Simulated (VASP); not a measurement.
Input of a VASP 6.6.1 run:

File INCAR:

```
SYSTEM = BeSe
ALGO = Normal
EDIFF = 1E-6
ENCUT = 520
GGA = PE
ISIF = 2
ISMEAR = 0
LASPH = .TRUE.
LCHARG = .FALSE.
LREAL = .FALSE.
LWAVE = .FALSE.
NBANDS = 11
NELM = 80
PREC = Accurate
SIGMA = 0.02
```

KPOINTS

```
k-points
0
G
  8 8 8
  0 0 0
```

POSCAR

```
BeSe
1.0
    0.0000000000      2.6142441000      2.6142441000
    2.6142441000      0.0000000000      2.6142441000
    2.6142441000      2.6142441000      0.0000000000
Be Se
1 1
Direct
    0.0000000000      0.0000000000      0.0000000000
    0.7500000000      0.7500000000      0.7500000000
```

Potentials or basis: VASP PAW PBE potentials, release 64 (Be, Se).

Command:

```bash
$ cat potpaw_PBE.64/Be/POTCAR potpaw_PBE.64/Se/POTCAR > POTCAR
$ mpirun -np 1 vasp_std > vasp.out
```

**Question.** Estimate the band gap on the k mesh.

**Answer.** 2.72 eV, indirect (least direct gap 4.01 eV).

**Question.** What does it give for the pressure?

**Answer.** -1.9 GPa.

A k mesh can miss the band edges.
